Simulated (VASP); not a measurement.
# CoPtO2 (R-3m) in VASP: band structure with PBEsol

Aim: the band structure of CoPtO2 with PBEsol.

Everything below comes from runs of VASP 6.6.1. Logs are shortened: lines on timing, memory, paths and dates and some standing lists are left out, and cuts for length are marked.

### 1 The crystal as given

It takes space group R-3m (No. 166, trigonal). Conventional cell: a = 2.807 Å, b = 2.807 Å, c = 17.727 Å, α = 90.00°, β = 90.00°, γ = 120.00°. Co (site symmetry -3m) has 6 O at 1.89 Å as nearest neighbours. Pt (site symmetry -3m) is surrounded by 2 O at 1.99 Å. Around O (site symmetry 3m) lie 3 Co at 1.89 Å and 1 Pt at 1.99 Å.

The cell is a database's computed one.

### 2 Band structure, PBEsol

Contents of INCAR:

```
SYSTEM = CoPtO2
ALGO = Fast ; EDIFF = 1E-6
ENCUT = 520 ; GGA = PS
ICORELEVEL = 1 ; ISIF = 2
ISMEAR = 1 ; KPAR = 2
LASPH = .TRUE. ; LCHARG = .FALSE.
LMAXMIX = 4 ; LREAL = .FALSE.
LWAVE = .FALSE. ; NBANDS = 24
NELM = 80 ; PREC = Accurate
SIGMA = 0.1
```

Contents of KPOINTS:

```
k-points
0
G
  15 15 15
  0 0 0
```

Contents of POSCAR:

```
CoPtO2                                  
1.0
    1.4035184909      0.8103217800      5.9088920014
   -1.4035184909      0.8103217800      5.9088920014
    0.0000000000     -1.6206435502      5.9088920014
  Co              Pt              O             
     1     1     2
Direct
     0.5000000000000000    0.5000000000000000    0.5000000000000000
     0.0000000000000000    0.0000000000000000    0.0000000000000000
     0.8877985031883497    0.8877985031883497    0.8877985031883426
     0.1122014968116503    0.1122014968116503    0.1122014968116574
```

Contents of KPOINTS_OPT:

```
explicit points
188
Reciprocal
 0.0000000000  0.0000000000  0.0000000000 1
 0.0263157895  0.0000000000  0.0000000000 1
 0.0526315789  0.0000000000  0.0000000000 1
 0.0789473684  0.0000000000  0.0000000000 1
 0.1052631579  0.0000000000  0.0000000000 1
 0.1315789474  0.0000000000  0.0000000000 1
[... 180 lines left out ...]
 0.6603845015  0.6603845015  0.1792309970 1
 0.6603845015  0.3396154985  0.0000000000 1
```

Potentials or basis: VASP PAW PBE potentials, release 64 (Co, Pt, O).

Run with:

```sh
$ cat potpaw_PBE.64/Co/POTCAR potpaw_PBE.64/Pt/POTCAR potpaw_PBE.64/O/POTCAR > POTCAR
$ mpirun -np 2 vasp_std > vasp.out
```

OUTCAR:

```text
SYSTEM = CoPtO2
   EDIFF = 1E-6
   ENCUT = 520
   GGA = PS
   ISIF = 2
   ISMEAR = 1
   LASPH = .TRUE.
   LREAL = .FALSE.
   NELM = 80
   PREC = Accurate

 ion  position               nearest neighbor table
   1  0.500  0.500  0.500-   4 1.89   3 1.89   4 1.89   4 1.89   3 1.89   3 1.89
   2  0.000  0.000  0.000-   3 1.99   4 1.99
   3  0.888  0.888  0.888-   1 1.89   1 1.89   1 1.89   2 1.99
   4  0.112  0.112  0.112-   1 1.89   1 1.89   1 1.89   2 1.99

  LATTYP: Found a trigonal (rhomboedric) cell.
 ALAT       =     6.1271110832
 COS(alpha) =     0.8950566887

  Lattice vectors:

 A1 = (   1.4035184909,   0.8103217800,   5.9088920014)
 A2 = (  -1.4035184909,   0.8103217800,   5.9088920014)
 A3 = (   0.0000000000,  -1.6206435502,   5.9088920014)

Analysis of symmetry for initial positions (statically):
=====================================================================
 Subroutine PRICEL returns:
 Original cell was already a primitive cell.

 Routine SETGRP: Setting up the symmetry group for a
 trigonal (rhombohedral) supercell.

 Subroutine GETGRP returns: Found 12 space group operations
 (whereof 12 operations were pure point group operations)
 out of a pool of 12 trial point group operations.

The static configuration has the point symmetry D_3d.

Analysis of symmetry for dynamics (positions and initial velocities):
=====================================================================
 Subroutine PRICEL returns:
 Original cell was already a primitive cell.

 Routine SETGRP: Setting up the symmetry group for a
 trigonal (rhombohedral) supercell.

 Subroutine GETGRP returns: Found 12 space group operations
 (whereof 12 operations were pure point group operations)
 out of a pool of 12 trial point group operations.

The dynamic configuration has the point symmetry D_3d.

 Subroutine INISYM returns: Found 12 space group operations
 (whereof 12 operations are pure point group operations),
 and found     1 'primitive' translations

----------------------------------------------------------------------------------------

                                     Primitive cell

  volume of cell :      40.3212

  direct lattice vectors                    reciprocal lattice vectors
     1.403518491  0.810321780  5.908892001     0.356247533  0.205679610  0.056412155
    -1.403518491  0.810321780  5.908892001    -0.356247533  0.205679610  0.056412155
     0.000000000 -1.620643550  5.908892001     0.000000000 -0.411359219  0.056412156

  length of vectors
     6.127111083  6.127111083  6.127111081     0.415209270  0.415209270  0.415209271

  position of ions in fractional coordinates (direct lattice)
     0.500000000  0.500000000  0.500000000
     0.000000000  0.000000000  0.000000000
     0.887798503  0.887798503  0.887798503
     0.112201497  0.112201497  0.112201497

  ion indices of the primitive-cell ions
   primitive index   ion index
                 1           1
                 2           2
                 3           3
                 4           4

----------------------------------------------------------------------------------------

 KPOINTS: k-points

Automatic generation of k-mesh.
 Grid dimensions read from file:
 generate k-points for:   15   15   15

 Generating k-lattice:

  Cartesian coordinates                     Fractional coordinates (reciprocal lattice)
     0.023749836  0.013711974  0.003760810     0.066666667  0.000000000  0.000000000
    -0.023749836  0.013711974  0.003760810     0.000000000  0.066666667  0.000000000
     0.000000000 -0.027423948  0.003760810     0.000000000  0.000000000  0.066666667

  Length of vectors
     0.027680618  0.027680618  0.027680618

  Shift w.r.t. Gamma in fractional coordinates (k-lattice)
     0.000000000  0.000000000  0.000000000

 Subroutine IBZKPT returns following result:
 ===========================================

 Found    344 irreducible k-points:

 Following reciprocal coordinates:
            Coordinates               Weight
  0.000000  0.000000  0.000000      1.000000
  0.066667  0.000000  0.000000      6.000000
  0.133333  0.000000  0.000000      6.000000
  0.200000  0.000000  0.000000      6.000000
  0.266667  0.000000  0.000000      6.000000
  0.333333  0.000000  0.000000      6.000000
[... 16 lines left out ...]
  0.133333  0.133333 -0.000000      6.000000
  0.200000  0.133333  0.000000     12.000000
 [... further k-points ...]
   k-points           NKPTS =    344   k-points in BZ     NKDIM =    344   number of bands    NBANDS=     24
   number of dos      NEDOS =    301   number of ions     NIONS =      4
   total plane-waves  NPLWV = 110592
   dimension x,y,z NGX =    48 NGY =   48 NGZ =   48
   dimension x,y,z NGXF=    96 NGYF=   96 NGZF=   96
   ions per type =               1   1   2
   NGX,Y,Z   is equivalent  to a cutoff of  13.02, 13.02, 13.02 a.u.
   NGXF,Y,Z  is equivalent  to a cutoff of  26.05, 26.05, 26.05 a.u.
 SYSTEM =  CoPtO2
   PREC   = accura    normal or accurate (medium, high low for compatibility)
   ISTART =      0    job   : 0-new  1-cont  2-samecut
   ICHARG =      2    charge: 1-file 2-atom 10-const
   ISPIN  =      1    spin polarized calculation?
   LNONCOLLINEAR =      F non collinear calculations
   LSORBIT =      F    spin-orbit coupling
   LASPH  =      T    aspherical Exc in radial PAW
   ENCUT  =  520.0 eV  38.22 Ry    6.18 a.u.  11.39 11.39 11.39*2*pi/ulx,y,z
   NELM   =     80;   NELMIN=  2; NELMDL= -5     # of ELM steps
   EDIFF  = 0.1E-05   stopping-criterion for ELM
   LREAL  =      F    real-space projection
   EDIFFG = 0.1E-04   stopping-criterion for IOM
   NSW    =      0    number of steps for IOM
   IBRION =     -1    ionic relax: 0-MD 1-quasi-New 2-CG
   NFREE  =      0    steps in history (QN), initial steepest desc. (CG)
   ISIF   =      2    stress and relaxation
   ISYM   =      2    0-nonsym 1-usesym 2-fastsym
   POTIM  = 0.5000    time-step for ionic-motion
   TEBEG  =    0.0;   TEEND  =   0.0 temperature during run
   PSTRESS=    0.0 pullay stress
   NELECT =      31.0000    total number of electrons
   NUPDOWN=      -1.0000    fix difference up-down
   EMIN   =  10.00;   EMAX   =-10.00  energy-range for DOS
   EFERMI =   0.00;   METHOD = LEGACY
   ISMEAR =     1;   SIGMA  =   0.10  broadening in eV -4-tet -1-fermi 0-gaus
   EFERMI_NEDOS =   21; number of points for ismear=-14 and -15
   IALGO  =     68    algorithm
   IMIX   =      4    mixing-type and parameters
     AMIX     =   0.40;   BMIX     =  1.00
     AMIX_MAG =   1.60;   BMIX_MAG =  1.00
  volume/ion in A,a.u.               =      10.08        68.03
  Fermi-wavevector in a.u.,A,eV,Ry     =   1.499746  2.834109 30.602746  2.249238
  Thomas-Fermi vector in A             =   2.611336
   LORBIT       =      0    0 simple, 1 ext, 2 COOP (PROOUT), +10 PAW based schemes
   GGA     = PS    functional components
   LHFCALC =     F    Hartree Fock is set to
   AEXX    =    0.0000 exact exchange contribution
   IVDW    =     0    specifies the selected vdW correction
   LEPSILON=     F    determine dielectric tensor
   LRPA    =     F    only Hartree local field effects (RPA)
 non-spin polarized calculation
 RMM-DIIS sequential band-by-band and
 Methfessel and Paxton  Order N= 1 SIGMA  =   0.10
  energy-cutoff  :      520.00
  volume of cell :       40.32
 maximum number of plane-waves:      1104
 NGX is ok and might be reduce to    48
   NGX = 23   NGY = 23   NGZ = 23

 number of electron      31.0000002 magnetization

 Free energy of the ion-electron system (eV)
  ---------------------------------------------------
  ext. energy  EPLUGINS =         0.00000000
  ---------------------------------------------------
  free energy    TOTEN  =       -28.73234059 eV

  energy without entropy =      -28.73109137  energy(sigma->0) =      -28.73192418

 the core state eigenenergies are
   1-  1s  -7577.7395  2s   -884.0741  2p   -755.0226  3s    -86.9379  3p    -50.2179

   2-  1s -78389.8985  2s -13759.5465  2p -11919.8167  3s  -3223.3907  3p  -2687.8912
       3d  -2108.2661  4s   -683.6759  4p   -508.1175  4d   -295.1896  4f    -58.5946
       5s    -90.0218  5p    -44.1032
   3-  1s   -499.2725
   4-  1s   -499.2725

 E-fermi :   8.9034     XC(G=0): -13.0363

 val. band max:        8.9031358407   @ k =  -0.2000  -0.3333   0.0667
 cond. band min:       8.9036865579   @ k =  -0.2000   0.2000   0.0667
 fundamental gap:      0.0005507172
 Fermi energy:         8.9034371643

 k-point     1 :       0.0000    0.0000    0.0000
  band No.  band energies     occupation
      1     -12.8849      2.00000
      2     -10.8854      2.00000
      3      -1.0676      2.00000
      4       1.6112      2.00000
      5       2.1619      2.00000
      6       2.1619      2.00000
[... 16 lines left out ...]
     23      24.4949      0.00000
     24      26.2265      0.00000

 k-point     2 :       0.0667    0.0000    0.0000
  band No.  band energies     occupation
      1     -12.8304      2.00000
      2     -10.8802      2.00000
      3      -0.9982      2.00000
      4       1.7409      2.00000
      5       1.9947      2.00000
      6       2.1874      2.00000
[... 16 lines left out ...]
     23      24.6159      0.00000
     24      25.6201      0.00000

 k-point     3 :       0.1333    0.0000    0.0000
  band No.  band energies     occupation
      1     -12.6725      2.00000
      2     -10.8667      2.00000
      3      -0.8026      2.00000
      4       1.6336      2.00000
      5       2.0958      2.00000
      6       2.2597      2.00000
[... 16 lines left out ...]
     23      24.4037      0.00000
     24      24.6555      0.00000

 k-point     4 :       0.2000    0.0000    0.0000
  band No.  band energies     occupation
      1     -12.4277      2.00000
      2     -10.8502      2.00000
      3      -0.5162      2.00000
      4       1.2613      2.00000
      5       2.3666      2.00000
      6       2.4754      2.00000
[... 16 lines left out ...]
     23      23.2843      0.00000
     24      23.6985      0.00000

 k-point     5 :       0.2667    0.0000    0.0000
  band No.  band energies     occupation
      1     -12.1245      2.00000
      2     -10.8400      2.00000
      3      -0.1916      2.00000
      4       0.9535      2.00000
      5       2.3454      2.00000
      6       2.4906      2.00000
[... 16 lines left out ...]
     23      22.4761      0.00000
     24      23.2477      0.00000

 k-point     6 :       0.3333    0.0000    0.0000
  band No.  band energies     occupation
      1     -11.8010      2.00000
      2     -10.8472      2.00000
      3       0.0962      2.00000
      4       0.7103      2.00000
      5       1.9002      2.00000
      6       2.6129      2.00000
[... 16 lines left out ...]
     23      22.0768      0.00000
     24      23.8946      0.00000
[... 379 lines left out ...]
 k-point    21 :      -0.1333    0.0667    0.0000
  band No.  band energies     occupation
      1     -12.5291      2.00000
      2     -10.8453      2.00000
      3      -0.6539      2.00000
      4       1.4032      2.00000
      5       2.2689      2.00000
      6       2.4058      2.00000
[... 16 lines left out ...]
     23      23.6444      0.00000
     24      24.2733      0.00000

 k-point    22 :      -0.0667    0.0667    0.0000
  band No.  band energies     occupation
      1     -12.7272      2.00000
      2     -10.8656      2.00000
      3      -0.8805      2.00000
      4       1.7434      2.00000
      5       1.9834      2.00000
      6       2.2288      2.00000
[... 16 lines left out ...]
     23      24.7044      0.00000
     24      24.7463      0.00000

 k-point    23 :       0.1333    0.1333   -0.0000
  band No.  band energies     occupation
      1     -12.6616      2.00000
      2     -10.8852      2.00000
      3      -0.7536      2.00000
      4       1.6307      2.00000
      5       2.1172      2.00000
      6       2.2548      2.00000
[... 16 lines left out ...]
     23      24.3487      0.00000
     24      24.6499      0.00000

 k-point    24 :       0.2000    0.1333    0.0000
  band No.  band energies     occupation
      1     -12.5071      2.00000
      2     -10.8814      2.00000
      3      -0.5599      2.00000
      4       1.4071      2.00000
      5       2.2789      2.00000
      6       2.4255      2.00000
[... 16 lines left out ...]
     23      23.6436      0.00000
     24      24.2245      0.00000

 [... further k-points ...]

------------------------ aborting loop because EDIFF is reached ----------------------------------------

  FORCE on cell =-STRESS in cart. coord.  units (eV):
  Direction    XX          YY          ZZ          XY          YZ          ZX
  --------------------------------------------------------------------------------------
  -------------------------------------------------------------------------------------
  Total        0.0129573      0.0129573      0.0228895      0.0000000      0.0000000      0.0000000
  in kB        0.5148646      0.5148646      0.9095219      0.0000000      0.0000000      0.0000000
  external PRESSURE =       0.6464171 kB  Pullay stress =       0.0000000 kB

 VOLUME and BASIS-vectors are now :
 -----------------------------------------------------------------------------
  energy-cutoff  :      520.00
  volume of cell :       40.32
      direct lattice vectors                 reciprocal lattice vectors
     1.403518491  0.810321780  5.908892001     0.356247533  0.205679610  0.056412155
    -1.403518491  0.810321780  5.908892001    -0.356247533  0.205679610  0.056412155
     0.000000000 -1.620643550  5.908892001     0.000000000 -0.411359219  0.056412156

 POSITION                                       TOTAL-FORCE (eV/Angst)
 -----------------------------------------------------------------------------------
      0.00000      0.00000      8.86334         0.000000      0.000000     -0.000000
      0.00000      0.00000      0.00000         0.000000      0.000000     -0.000000
      0.00000      0.00000     15.73772         0.000000      0.000000      0.001276
      0.00000      0.00000      1.98896         0.000000     -0.000000     -0.001276
 -----------------------------------------------------------------------------------
    total drift:                               -0.000000      0.000000      0.000000

  FREE ENERGIE OF THE ION-ELECTRON SYSTEM (eV)
  ---------------------------------------------------
  free  energy   TOTEN  =       -28.7323405907 eV

  energy  without entropy=      -28.7310913698  energy(sigma->0) =      -28.73192418
```

Wall time 16 min (2 MPI ranks of Intel Xeon Platinum 8488C (Sapphire Rapids), shared host); peak memory 0.72 GiB.

What came out:

```
Free energy             : -28.7323 eV
Pressure                : 0.1 GPa
Band gap along the path : none (metal or under the smearing width)
```

Levels at the corners of the path, in eV from the Fermi level:
```
point  band 13  band 14  band 15  band 16  band 17  band 18
    Γ    -1.99    -1.68    -1.68    -1.56     1.85     1.85
    L    -1.25    -1.00     0.04     1.00     1.27     1.30
    L    -1.25    -1.00     0.04     1.00     1.27     1.30
   B1    -1.56    -1.35    -0.97     0.45     1.01     1.58
    B    -1.56    -1.35    -0.97     0.45     1.01     1.58
    Z    -1.91    -0.89    -0.77    -0.77     1.39     1.39
    Z    -1.91    -0.89    -0.77    -0.77     1.39     1.39
    Γ    -1.99    -1.68    -1.68    -1.56     1.85     1.85
    Γ    -1.99    -1.68    -1.68    -1.56     1.85     1.85
    X    -1.56    -1.35    -0.95     0.42     1.04     1.55
    Q    -1.56    -1.35    -0.95     0.42     1.04     1.55
    F    -1.24    -1.04     0.04     0.13     1.72     2.24
    F    -1.24    -1.04     0.04     0.13     1.72     2.24
   P1    -1.24    -1.04     0.02     0.25     1.61     1.91
   P1    -1.24    -1.04     0.02     0.25     1.61     1.91
    Z    -1.91    -0.89    -0.77    -0.77     1.39     1.39
    L    -1.25    -1.00     0.04     1.00     1.27     1.30
    P    -1.24    -1.04     0.02     0.25     1.61     1.91
```

Core levels (eV, on the scale of the bands):
```csv
atom,levels
1 Co,"1s -7577.7, 2s -884.1, 2p -755.0, 3s -86.9, 3p -50.2"
2 Pt,"1s -78389.9, 2s -13759.5, 2p -11919.8, 3s -3223.4, 3p -2687.9, 3d -2108.3, 4s -683.7, 4p -508.1, 4d -295.2, 4f -58.6, 5s -90.0, 5p -44.1"
3 O,1s -499.3
4 O,1s -499.3
```

Caveat: the PAW data sets were made with another functional, which shifts forces and pressure a little; spin-orbit coupling is left out, which moves the levels of the heavy elements; an odd number of electrons without spin polarisation forces a metal; a magnetic or distorted state may lie lower; the run has no spin polarisation, though such a crystal can be magnetic; semilocal functionals often make such compounds metallic where correlation or magnetic order opens a gap, which also shifts bond lengths. Spin polarisation is off, so any magnetic state and its effect on volume and gap are missing.
